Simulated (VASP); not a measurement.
# Ir (Im-3m) in VASP: settings compared, part 2 of 2

VASP 6.6.1. Earlier steps stand in the parts before.

### Step 6. Relaxation of cell and atoms, PBEsol

Input file INCAR:

```
SYSTEM = Ir
PREC     = Accurate       ! precision mode
ENCUT    = 300            ! plane-wave cutoff, eV
EDIFF    = 1E-7           ! SCF threshold, eV
ISMEAR   = 0              ! smearing method
SIGMA    = 0.1            ! smearing width, eV
LREAL    = .False.        ! projectors in reciprocal space
LASPH    = .True.         ! aspherical terms in the spheres
NELM     = 100            ! most SCF steps
ALGO     = Normal         ! electronic algorithm
ISIF     = 3              ! what is computed and relaxed
LWAVE    = .False.        ! write WAVECAR
LCHARG   = .False.        ! write CHGCAR
GGA      = PS             ! functional
IBRION   = 2              ! ionic algorithm
NSW      = 90             ! ionic steps
EDIFFG   = -0.005         ! ionic threshold
```

Input file KPOINTS:

```
regular mesh
0
Gamma
  20 20 20
  0 0 0
```

Input file POSCAR:

```
Ir
1.0
   -1.5254903000      1.5254903000      1.5254903000
    1.5254903000     -1.5254903000      1.5254903000
    1.5254903000      1.5254903000     -1.5254903000
Ir
1
Direct
    0.0000000000      0.0000000000      0.0000000000
```

Potentials or basis: VASP PAW PBE potentials, release 64 (Ir).

Started as:

```bash
> cat potpaw_PBE.64/Ir/POTCAR > POTCAR
> mpirun -np 1 vasp_std > vasp.out
```

OUTCAR:

```text
SYSTEM = Ir
   PREC = Accurate
   ENCUT = 300
   EDIFF = 1E-7
   ISMEAR = 0
   LREAL = .False.
   LASPH = .True.
   NELM = 100
   ISIF = 3
   GGA = PS
   IBRION = 2
   NSW = 90
   EDIFFG = -0.005

 ion  position               nearest neighbor table
   1  0.000  0.000  0.000-

  LATTYP: Found a body centered cubic cell.
 ALAT       =     3.0509806000

  Lattice vectors:

 A1 = (  -1.5254903000,   1.5254903000,   1.5254903000)
 A2 = (   1.5254903000,  -1.5254903000,   1.5254903000)
 A3 = (   1.5254903000,   1.5254903000,  -1.5254903000)

Analysis of symmetry for initial positions (statically):
=====================================================================
 Subroutine PRICEL returns:
 Original cell was already a primitive cell.

 Routine SETGRP: Setting up the symmetry group for a
 body centered cubic supercell.

 Subroutine GETGRP returns: Found 48 space group operations
 (whereof 48 operations were pure point group operations)
 out of a pool of 48 trial point group operations.

The static configuration has the point symmetry O_h .
[... 167 lines left out ...]
  --------------------------------------------------------------------------------------
  -------------------------------------------------------------------------------------
  Total        0.8269128      0.8269128      0.8269128     -0.0000000      0.0000000      0.0000000
  in kB       93.3000702     93.3000702     93.3000702     -0.0000000      0.0000000      0.0000000
  external PRESSURE =      93.3000702 kB  Pullay stress =       0.0000000 kB
[... 92 lines left out ...]
--------------------------------------- Ionic step        4  -------------------------------------------

 number of electron       8.9999995 magnetization

 Free energy of the ion-electron system (eV)
  ---------------------------------------------------
  ext. energy  EPLUGINS =         0.00000000
  ---------------------------------------------------
  free energy    TOTEN  =        -9.15059093 eV

  energy without entropy =       -9.13546828  energy(sigma->0) =       -9.14302961

 E-fermi :   9.5349     XC(G=0): -13.9176

 val. band max:        9.5311525553   @ k =   0.4000   0.1000   0.1000
 cond. band min:       9.5371131047   @ k =   0.2500   0.2500   0.1000
 fundamental gap:      0.0059605494
 Fermi energy:         9.5349179414

 k-point     1 :       0.0000    0.0000    0.0000
  band No.  band energies     occupation
      1      -1.1233      2.00000
      2       5.9283      2.00000
      3       5.9283      2.00000
      4       5.9283      2.00000
      5       8.9954      2.00000
      6       8.9954      2.00000
      7      26.4477      0.00000
      8      26.4477      0.00000
[... 243 lines left out ...]
 k-point    24 :       0.2500    0.1000    0.0000
  band No.  band energies     occupation
      1       2.0381      2.00000
      2       4.7169      2.00000
      3       5.6815      2.00000
      4       8.3835      2.00000
      5       9.3686      1.98132
      6       9.7701      0.00088
      7      23.1268      0.00000
      8      25.0456      0.00000

 [... further k-points ...]
[... 5 lines left out ...]
  --------------------------------------------------------------------------------------
  -------------------------------------------------------------------------------------
  Total       -0.0016417     -0.0016417     -0.0016417     -0.0000000     -0.0000000      0.0000000
  in kB       -0.1806510     -0.1806510     -0.1806510     -0.0000000     -0.0000000      0.0000000
  external PRESSURE =      -0.1806510 kB  Pullay stress =       0.0000000 kB
[... 16 lines left out ...]
  FREE ENERGIE OF THE ION-ELECTRON SYSTEM (eV)
  ---------------------------------------------------
  free  energy   TOTEN  =        -9.1505909313 eV

  energy  without entropy=       -9.1354682810  energy(sigma->0) =       -9.14302961

 reached required accuracy - stopping structural energy minimisation
```

CONTCAR:

```text
Ir
   1.00000000000000
    -1.5382883126834859    1.5382883126834859    1.5382883126834859
     1.5382883126834859   -1.5382883126834859    1.5382883126834859
     1.5382883126834859    1.5382883126834859   -1.5382883126834859
  Ir
     1
Direct
     0.0000000000000000    0.0000000000000000    0.0000000000000000

  0.00000000E+00  0.00000000E+00  0.00000000E+00
```

Run time: 27 s. Hardware: 1 thread of AMD EPYC 7R13 (Zen 3), shared host; peak memory 0.1 GiB.

Results:

```
Free energy                            : -9.1506 eV
Relaxed volume                         : 14.56 Å³/atom
Relaxed cell                           : a = 2.664 Å, b = 2.664 Å, c = 2.664 Å, α = 109.47°, β = 109.47°, γ = 109.47°
Space group after relaxing (to 0.05 Å) : Im-3m (No. 229)
Energy gained by relaxing              : 10.2 meV/atom
Ionic steps                            : 4
Pressure after relaxing                : 0.0 GPa
Band gap on the k mesh                 : none (metal or under the smearing width)
```

The path:
| step | energy change (eV) | largest force (eV/Å) | pressure (GPa) | volume (Å³) |
| --- | --- | --- | --- | --- |
| 1 | 0.0000 | 0.0000 | 9.33 | 14.20 |
| 2 | 0.1128 | 0.0000 | -25.40 | 15.97 |
| 3 | -0.0102 | 0.0000 | -0.36 | 14.57 |
| 4 | -0.0102 | 0.0000 | -0.02 | 14.56 |

Final structure:
```xyz
1
Lattice="-1.5383 1.5383 1.5383 1.5383 -1.5383 1.5383 1.5383 1.5383 -1.5383" Properties=species:S:1:pos:R:3 pbc="T T T"
Ir    0.0000    0.0000    0.0000
```

Caveat: the PAW data sets were made with another functional, which shifts forces and pressure a little. Spin-orbit coupling is left out, which matters for the levels of Ir.

### Step 7. Overview

| level | potentials or basis | cutoff (eV) | gap on the mesh (eV) | pressure (GPa) | relaxed volume (Å³/atom) |
| --- | --- | --- | --- | --- | --- |
| PBEsol | VASP PAW PBE potentials, release 64 (Ir) | 600 | none | 0.0 | 14.60 |
| LDA | VASP PAW LDA potentials, release 64 (Ir) | 600 | none | 0.0 | 14.42 |
| PBE | VASP PAW PBE potentials, release 64 (Ir) | 600 | none | 0.0 | 15.07 |
| PBE+D3(BJ) | VASP PAW PBE potentials, release 64 (Ir) | 600 | none | 0.0 | 14.71 |
| PBEsol | VASP PAW PBE potentials, release 64 (Ir) | 300 | none | 0.0 | 14.56 |

Alike in all rows: task relaxation of cell and atoms; no spin polarisation; cell relaxed; k mesh 20 × 20 × 20; smearing gaussian 0.1 eV.

Caveats: the PAW data sets were made with another functional, which shifts forces and pressure a little (some runs); pairwise dispersion overbinds metals, which lowers pressure and volume (some runs).

Absolute energies hang on the potentials; compare differences alone.
